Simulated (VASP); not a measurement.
# As (P-1) in VASP: convergence with ENCUT

Aim: find how far ENCUT must go before the results for As settle, at PBE. This setting moves, with any that are tied to it; all else stays.

Program: VASP 6.6.1. These are calculated values, not measurements. Logs are shortened: lines on timing, memory, paths and dates and some standing lists are left out, and cuts for length are marked.

### 1 The cell of the first run

The typed cell holds 1 atom: a = 2.695 Å, b = 2.735 Å, c = 2.683 Å, α = 90.15°, β = 90.65°, γ = 87.79°.

This isn't the form of As at room conditions, which is rhombohedral.

The cell isn't the ideal one: cell strained at random at fixed volume.

### 2 With ENCUT 200 eV

Input file INCAR:

```
SYSTEM = As
PREC = Accurate
ENCUT = 200
EDIFF = 1E-6
ISMEAR = 0
SIGMA = 0.02
LREAL = .False.
LASPH = .True.
NELM = 60
ALGO = Fast
ISIF = 2
LWAVE = .False.
LCHARG = .False.
GGA = PE
```

Input file KPOINTS:

```
regular mesh
0
Gamma
  7 7 7
  0 0 0
```

Input file POSCAR:

```
As
1.0
    2.6945570000      0.0523330000     -0.0151870000
    0.0523330000      2.7349350000     -0.0034980000
   -0.0151870000     -0.0034980000      2.6829230000
As
1
Direct
    0.5000870000      0.4995390000      0.5000020000
```

Potentials or basis: VASP PAW PBE potentials, release 64 (As).

Command:

```sh
cat potpaw_PBE.64/As/POTCAR > POTCAR
mpirun -np 1 vasp_std > vasp.out
```

Run time: 3 s. Hardware: 1 thread of AMD EPYC 7R13 (Zen 3), shared host; peak memory 0.08 GiB.

Results:

| Item | Value |
| --- | --- |
| Free energy | -4.5835 eV |
| Band gap on the k mesh | none (metal or under the smearing width) |

### 3 With ENCUT 250 eV

Edit INCAR of step 2 so:

```diff
@@ -2,3 +2,3 @@
 PREC = Accurate
-ENCUT = 200
+ENCUT = 250
 EDIFF = 1E-6
```

KPOINTS is that of step 2.

POSCAR is that of step 2.

Potentials or basis: VASP PAW PBE potentials, release 64 (As).

Command:

```sh
cat potpaw_PBE.64/As/POTCAR > POTCAR
mpirun -np 1 vasp_std > vasp.out
```

Wall time 3.6 s (1 thread of AMD EPYC 7R13 (Zen 3), shared host); peak memory 0.08 GiB.

What came out:

```
Free energy            : -4.5828 eV
Pressure               : 2.7 GPa
Band gap on the k mesh : none (metal or under the smearing width)
```

### 4 With ENCUT 300 eV

Edit INCAR of step 3 so:

```diff
@@ -2,3 +2,3 @@
 PREC = Accurate
-ENCUT = 250
+ENCUT = 300
 EDIFF = 1E-6
```

KPOINTS is that of step 3.

POSCAR is that of step 3.

Command:

```sh
cat potpaw_PBE.64/As/POTCAR > POTCAR
mpirun -np 1 vasp_std > vasp.out
```

It took 4.6 s on 1 thread of AMD EPYC 7R13 (Zen 3), shared host; peak memory 0.09 GiB.

Results:

- Free energy: -4.5831 eV
- Pressure: 2.8 GPa
- Band gap on the k mesh: none (metal or under the smearing width)

### 5 With ENCUT 350 eV

Edit INCAR of step 4 so:

```diff
@@ -2,3 +2,3 @@
 PREC = Accurate
-ENCUT = 300
+ENCUT = 350
 EDIFF = 1E-6
```

KPOINTS is that of step 4.

POSCAR is that of step 4.

Command:

```sh
cat potpaw_PBE.64/As/POTCAR > POTCAR
mpirun -np 1 vasp_std > vasp.out
```

Run time: 4.3 s. Hardware: 1 thread of AMD EPYC 7R13 (Zen 3), shared host; peak memory 0.09 GiB.

Results:

- Free energy: -4.5832 eV
- Pressure: 2.8 GPa
- Band gap on the k mesh: none (metal or under the smearing width)

### 6 With ENCUT 400 eV

Edit INCAR of step 5 so:

```diff
@@ -2,3 +2,3 @@
 PREC = Accurate
-ENCUT = 350
+ENCUT = 400
 EDIFF = 1E-6
```

KPOINTS is that of step 5.

POSCAR is that of step 5.

Potentials or basis: VASP PAW PBE potentials, release 64 (As).

Command:

```sh
cat potpaw_PBE.64/As/POTCAR > POTCAR
mpirun -np 1 vasp_std > vasp.out
```

Run time: 6.5 s. Hardware: 1 thread of AMD EPYC 7R13 (Zen 3), shared host; peak memory 0.1 GiB.

What came out:

- Free energy: -4.5832 eV
- Pressure: 2.7 GPa
- Band gap on the k mesh: none (metal or under the smearing width)

### 7 With ENCUT 450 eV

Edit INCAR of step 6 so:

```diff
@@ -2,3 +2,3 @@
 PREC = Accurate
-ENCUT = 400
+ENCUT = 450
 EDIFF = 1E-6
```

KPOINTS is that of step 6.

POSCAR is that of step 6.

Command:

```sh
cat potpaw_PBE.64/As/POTCAR > POTCAR
mpirun -np 1 vasp_std > vasp.out
```

It took 7.8 s on 1 thread of AMD EPYC 7R13 (Zen 3), shared host; peak memory 0.1 GiB.

What came out:

- Free energy: -4.5832 eV
- Pressure: 2.8 GPa
- Band gap on the k mesh: none (metal or under the smearing width)

### 8 With ENCUT 500 eV

Edit INCAR of step 7 so:

```diff
@@ -2,3 +2,3 @@
 PREC = Accurate
-ENCUT = 450
+ENCUT = 500
 EDIFF = 1E-6
```

KPOINTS is that of step 7.

POSCAR is that of step 7.

Command:

```sh
cat potpaw_PBE.64/As/POTCAR > POTCAR
mpirun -np 1 vasp_std > vasp.out
```

Wall time 8.1 s (1 thread of AMD EPYC 7R13 (Zen 3), shared host); peak memory 0.11 GiB.

Results:

```yaml
Free_energy: -4.5832 eV
Pressure: 2.8 GPa
Band_gap_on_the_k_mesh: none (metal or under the smearing width)
```

### 9 With ENCUT 600 eV

Edit INCAR of step 8 so:

```diff
@@ -2,3 +2,3 @@
 PREC = Accurate
-ENCUT = 500
+ENCUT = 600
 EDIFF = 1E-6
```

KPOINTS is that of step 8.

POSCAR is that of step 8.

Potentials or basis: VASP PAW PBE potentials, release 64 (As).

Command:

```sh
cat potpaw_PBE.64/As/POTCAR > POTCAR
mpirun -np 1 vasp_std > vasp.out
```

Wall time 13 s (1 thread of AMD EPYC 7R13 (Zen 3), shared host); peak memory 0.12 GiB.

What came out:

```yaml
Free_energy: -4.5833 eV
Pressure: 2.8 GPa
Band_gap_on_the_k_mesh: none (metal or under the smearing width)
```

### 10 With ENCUT 800 eV

Edit INCAR of step 9 so:

```diff
@@ -2,3 +2,3 @@
 PREC = Accurate
-ENCUT = 600
+ENCUT = 800
 EDIFF = 1E-6
```

KPOINTS is that of step 9.

POSCAR is that of step 9.

Potentials or basis: VASP PAW PBE potentials, release 64 (As).

Command:

```sh
cat potpaw_PBE.64/As/POTCAR > POTCAR
mpirun -np 1 vasp_std > vasp.out
```

OUTCAR:

```text
SYSTEM = As
   PREC = Accurate
   ENCUT = 800
   EDIFF = 1E-6
   ISMEAR = 0
   LREAL = .False.
   LASPH = .True.
   NELM = 60
   ISIF = 2
   GGA = PE

 ion  position               nearest neighbor table
   1  0.500  0.500  0.500-

  LATTYP: Found a triclinic cell.
 ALAT       =     2.6951079411
 B/A-ratio  =     1.0149641301
 C/A-ratio  =     0.9954956620
 COS(alpha) =     0.0026905843
 COS(beta)  =     0.0113196107
 COS(gamma) =     0.0385489894

  Lattice vectors:

 A1 = (  -2.6945570000,  -0.0523330000,   0.0151870000)
 A2 = (  -0.0523330000,  -2.7349350000,   0.0034980000)
 A3 = (  -0.0151870000,  -0.0034980000,   2.6829230000)

Analysis of symmetry for initial positions (statically):
=====================================================================
 Subroutine PRICEL returns:
 Original cell was already a primitive cell.

 Routine SETGRP: Setting up the symmetry group for a
 triclinic supercell.

 Subroutine GETGRP returns: Found  2 space group operations
 (whereof  1 operations were pure point group operations)
 out of a pool of  2 trial point group operations.

The static configuration has the point symmetry C_1 .
 The point group associated with its full space group is S_2 .

Analysis of symmetry for dynamics (positions and initial velocities):
=====================================================================
 Subroutine PRICEL returns:
 Original cell was already a primitive cell.

 Routine SETGRP: Setting up the symmetry group for a
 triclinic supercell.

 Subroutine GETGRP returns: Found  2 space group operations
 (whereof  1 operations were pure point group operations)
 out of a pool of  2 trial point group operations.

The dynamic configuration has the point symmetry C_1 .
 The point group associated with its full space group is S_2 .

 Subroutine INISYM returns: Found  2 space group operations
 (whereof  1 operations are pure point group operations),
 and found     1 'primitive' translations

----------------------------------------------------------------------------------------

                                     Primitive cell

  volume of cell :      19.7636

  direct lattice vectors                    reciprocal lattice vectors
     2.694557000  0.052333000 -0.015187000     0.371268235 -0.007101544  0.002092348
     0.052333000  2.734935000 -0.003498000    -0.007101544  0.365775849  0.000436700
    -0.015187000 -0.003498000  2.682923000     0.002092348  0.000436700  0.372740218
[... 69 lines left out ...]
   ions per type =               1
   NGX,Y,Z   is equivalent  to a cutoff of  17.27, 17.02, 17.35 a.u.
   NGXF,Y,Z  is equivalent  to a cutoff of  34.54, 34.03, 34.70 a.u.
 SYSTEM =  As
   PREC   = accura    normal or accurate (medium, high low for compatibility)
   ISTART =      0    job   : 0-new  1-cont  2-samecut
   ICHARG =      2    charge: 1-file 2-atom 10-const
   ISPIN  =      1    spin polarized calculation?
   LNONCOLLINEAR =      F non collinear calculations
   LSORBIT =      F    spin-orbit coupling
   LASPH  =      T    aspherical Exc in radial PAW
   ENCUT  =  800.0 eV  58.80 Ry    7.67 a.u.   6.22  6.31  6.19*2*pi/ulx,y,z
   NELM   =     60;   NELMIN=  2; NELMDL= -5     # of ELM steps
   EDIFF  = 0.1E-05   stopping-criterion for ELM
   LREAL  =      F    real-space projection
   EDIFFG = 0.1E-04   stopping-criterion for IOM
   NSW    =      0    number of steps for IOM
   IBRION =     -1    ionic relax: 0-MD 1-quasi-New 2-CG
   NFREE  =      0    steps in history (QN), initial steepest desc. (CG)
   ISIF   =      2    stress and relaxation
   ISYM   =      2    0-nonsym 1-usesym 2-fastsym
   POTIM  = 0.5000    time-step for ionic-motion
   TEBEG  =    0.0;   TEEND  =   0.0 temperature during run
   PSTRESS=    0.0 pullay stress
   NELECT =       5.0000    total number of electrons
   NUPDOWN=      -1.0000    fix difference up-down
   EMIN   =  10.00;   EMAX   =-10.00  energy-range for DOS
   EFERMI =   0.00;   METHOD = LEGACY
   ISMEAR =     0;   SIGMA  =   0.02  broadening in eV -4-tet -1-fermi 0-gaus
   EFERMI_NEDOS =   21; number of points for ismear=-14 and -15
   IALGO  =     68    algorithm
   IMIX   =      4    mixing-type and parameters
     AMIX     =   0.40;   BMIX     =  1.00
     AMIX_MAG =   1.60;   BMIX_MAG =  1.00
  volume/ion in A,a.u.               =      19.76       133.37
  Fermi-wavevector in a.u.,A,eV,Ry     =   1.035403  1.956627 14.586243  1.072059
  Thomas-Fermi vector in A             =   2.169744
   LORBIT       =      0    0 simple, 1 ext, 2 COOP (PROOUT), +10 PAW based schemes
   GGA     = PE    functional components
   LHFCALC =     F    Hartree Fock is set to
   AEXX    =    0.0000 exact exchange contribution
   IVDW    =     0    specifies the selected vdW correction
   LEPSILON=     F    determine dielectric tensor
   LRPA    =     F    only Hartree local field effects (RPA)
 non-spin polarized calculation
 RMM-DIIS sequential band-by-band and
 Gauss-broadening in eV      SIGMA  =   0.02
  energy-cutoff  :      800.00
  volume of cell :       19.76
 maximum number of plane-waves:      1025
 NGX is ok and might be reduce to    28
   NGX = 13   NGY = 13   NGZ = 13

 number of electron       5.0000000 magnetization

 Free energy of the ion-electron system (eV)
  ---------------------------------------------------
  ext. energy  EPLUGINS =         0.00000000
  ---------------------------------------------------
  free energy    TOTEN  =        -4.58332331 eV

  energy without entropy =       -4.58326213  energy(sigma->0) =       -4.58329272

 E-fermi :   5.7585     XC(G=0): -10.4324

 val. band max:        5.7190255649   @ k =  -0.2857   0.2857   0.4286
 cond. band min:       5.7691534065   @ k =   0.2857   0.4286   0.2857
 fundamental gap:      0.0501278415
 Fermi energy:         5.7585431795

 k-point     1 :       0.0000    0.0000    0.0000
  band No.  band energies     occupation
      1      -9.0425      2.00000
      2       9.6882      0.00000
      3      10.2451      0.00000
      4      10.3755      0.00000
      5      14.2759      0.00000
      6      14.5730      0.00000
[... 199 lines left out ...]
 k-point    24 :      -0.2857    0.4286    0.0000
  band No.  band energies     occupation
      1      -4.8192      2.00000
      2       0.7596      2.00000
      3       4.8322      2.00000
      4      12.3276      0.00000
      5      13.5670      0.00000
      6      19.9434      0.00000

 [... further k-points ...]
[... 5 lines left out ...]
  --------------------------------------------------------------------------------------
  -------------------------------------------------------------------------------------
  Total        0.4298973     -0.1398552      0.7334535     -0.1140123      0.0123087     -0.0070112
  in kB       34.8504662    -11.3376342     59.4588452     -9.2426318      0.9978325     -0.5683775
  external PRESSURE =      27.6572257 kB  Pullay stress =       0.0000000 kB

 VOLUME and BASIS-vectors are now :
 -----------------------------------------------------------------------------
  energy-cutoff  :      800.00
  volume of cell :       19.76
      direct lattice vectors                 reciprocal lattice vectors
     2.694557000  0.052333000 -0.015187000     0.371268235 -0.007101544  0.002092348
     0.052333000  2.734935000 -0.003498000    -0.007101544  0.365775849  0.000436700
    -0.015187000 -0.003498000  2.682923000     0.002092348  0.000436700  0.372740218

 POSITION                                       TOTAL-FORCE (eV/Angst)
 -----------------------------------------------------------------------------------
      1.36606      1.39063      1.33212         0.000000      0.000000      0.000000
 -----------------------------------------------------------------------------------
    total drift:                                0.000000     -0.000000      0.000000

  FREE ENERGIE OF THE ION-ELECTRON SYSTEM (eV)
  ---------------------------------------------------
  free  energy   TOTEN  =        -4.5833233140 eV

  energy  without entropy=       -4.5832621341  energy(sigma->0) =       -4.58329272
```

OSZICAR:

```text
N       E                     dE             d eps       ncg     rms          rms(c)
DAV:   1     0.156981814931E+02    0.15698E+02   -0.26285E+03  2070   0.868E+02
DAV:   2    -0.420477120192E+01   -0.19903E+02   -0.19095E+02  2802   0.923E+01
DAV:   3    -0.457819867098E+01   -0.37343E+00   -0.36414E+00  2352   0.174E+01
DAV:   4    -0.457910815918E+01   -0.90949E-03   -0.90949E-03  3240   0.877E-01
DAV:   5    -0.457910834560E+01   -0.18642E-06   -0.18644E-06  2400   0.968E-03    0.212E+00
RMM:   6    -0.458139059845E+01   -0.22823E-02   -0.55584E-04  2071   0.270E-01    0.127E+00
RMM:   7    -0.458326241204E+01   -0.18718E-02   -0.15688E-03  2241   0.456E-01    0.823E-02
RMM:   8    -0.458332145175E+01   -0.59040E-04   -0.10418E-04  2276   0.118E-01    0.562E-03
RMM:   9    -0.458332354642E+01   -0.20947E-05   -0.48095E-06  2384   0.272E-02    0.343E-03
RMM:  10    -0.458332331400E+01    0.23242E-06   -0.64632E-07  1867   0.920E-03
   1 F= -.45833233E+01 E0= -.45832927E+01  d E =-.611799E-04
```

Run time: 20 s. Hardware: 1 thread of AMD EPYC 7R13 (Zen 3), shared host; peak memory 0.16 GiB.

What came out:

| Quantity | Value |
| --- | --- |
| Free energy | -4.5833 eV |
| Pressure | 2.8 GPa |
| Band gap on the k mesh | none (metal or under the smearing width) |

### 11 Result

| ENCUT | energy less the tightest run, at zero smearing (meV/atom) | pressure (GPa) | SCF cycles | CPU time (s) | peak memory (GiB) |
| --- | --- | --- | --- | --- | --- |
| 200 eV | -0.22 | - | 10 | 2.7 | 0.08 |
| 250 eV | 0.53 | 2.68 | 10 | 3.3 | 0.08 |
| 300 eV | 0.20 | 2.76 | 10 | 4.4 | 0.09 |
| 350 eV | 0.15 | 2.75 | 10 | 4 | 0.09 |
| 400 eV | 0.16 | 2.74 | 10 | 6.2 | 0.1 |
| 450 eV | 0.13 | 2.75 | 10 | 7.5 | 0.1 |
| 500 eV | 0.09 | 2.76 | 10 | 7.8 | 0.11 |
| 600 eV | 0.04 | 2.76 | 10 | 12 | 0.12 |
| 800 eV | 0.00 | 2.77 | 10 | 20 | 0.16 |

Against the tightest run, the energy stays within 1 meV/atom from 200 eV on; the pressure stays within 0.1 GPa from 250 eV on. The tightest run that finished is the yardstick and may itself not be fully converged.
